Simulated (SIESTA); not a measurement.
The system is InP.

```xyz
2
Lattice="0.0000 2.9305 2.9305 2.9305 0.0000 2.9305 2.9305 2.9305 0.0000" Properties=species:S:1:pos:R:3 pbc="T T T"
In    0.0000    0.0000    0.0000
P     4.3957    4.3957    4.3957
```

Base run:

```yaml
Program: SIESTA 5.4.2
Functional: LDA
Potentials_or_basis: PseudoDojo 0.4 standard (LDA files)
Basis: DZP (energy shift 0.003 Ry; two zetas on semicore shells)
Grid_cutoff: 500 Ry
Energy_shift: 0.003 Ry
k_mesh: 8 × 8 × 8
Occupations: fermi-dirac, width 0.05 eV
Spin: no spin polarisation
```

Its results: band gap on the k mesh 0.64 eV, direct; pressure -1.0 GPa.

Problem. The run is repeated on the same cell with these changes: functional from LDA to PBEsol; potentials or basis from PseudoDojo 0.4 standard (LDA files) to PseudoDojo 0.4 standard (PBEsol files). What comes out?

Solution. Band gap on the k mesh 0.77 eV, direct; pressure 1.0 GPa.

Caveats: spin-orbit coupling is left out, which moves the levels of the heavy elements; the basis of atomic orbitals isn't converged, which shifts pressures, moduli and gaps.
